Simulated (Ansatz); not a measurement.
## PtS2: single point with r2SCAN0 form with a typed share of exact exchange

Crystal: PtS2.

```
Pt S
1.0
     3.54320    0.00000    0.00000
    -1.77160    3.06850    0.00000
     0.00000    0.00000    5.03880
Pt S
1 2
Direct
  0.00000 0.00000 0.00000
  0.66667 0.33333 0.77300
  0.33333 0.66667 0.22700
```

| Property | Result |
| --- | --- |
| Program | Ansatz 0.2.0 |
| Task | single point |
| Functional | r2SCAN0 form with a typed share of exact exchange |
| Potentials or basis | Ansatz PAW |
| Cutoff | 500 eV (not typed: the program's choice for these potentials) |
| k mesh | 5 × 5 × 3 |
| Occupations | fermi-dirac, width 0.05 eV |
| Spin | no spin polarisation |
| Share of exact exchange | 0.1 |

```
Pressure               : 7.8 GPa
Largest force          : 1.097 eV/Å
Band gap on the k mesh : 1.95 eV, indirect (least direct gap 2.13 eV)
```

Forces on the atoms (eV/Å):
```
Pt   0.000  0.000  0.000
S    0.000  0.000 -1.097
S    0.000  0.000  1.097
```

Stress tensor (GPa, compression positive):
```
7.49 0.00 0.00
0.00 7.49 0.00
0.00 0.00 8.47
```

Levels at points of the mesh, in eV from the valence-band top:
| k point | band 13 | band 14 | band 15 | band 16 | band 17 | band 18 |
| --- | --- | --- | --- | --- | --- | --- |
| (0.00, 0.00, 0.00) | -1.15 | -1.15 | 0.00 | 3.24 | 3.24 | 5.80 |

Run time: 20 s on 2 threads of Arm Neoverse V1, on a shared host, peak memory 1 GiB.

Caveat: odd divisions of the mesh miss points on the zone boundary, where band edges often lie, so the gap on the mesh can be too wide; spin-orbit coupling is left out, which moves the levels of the heavy elements; the PAW data sets come from PBE, with cores solved anew for the run's functional, which leaves a small shift of forces and pressure; forces of over 1 eV/Å show positions far from the minimum, so gaps and moduli don't describe the material at rest; the thresholds are loose for stress. A k mesh can miss the band edges.
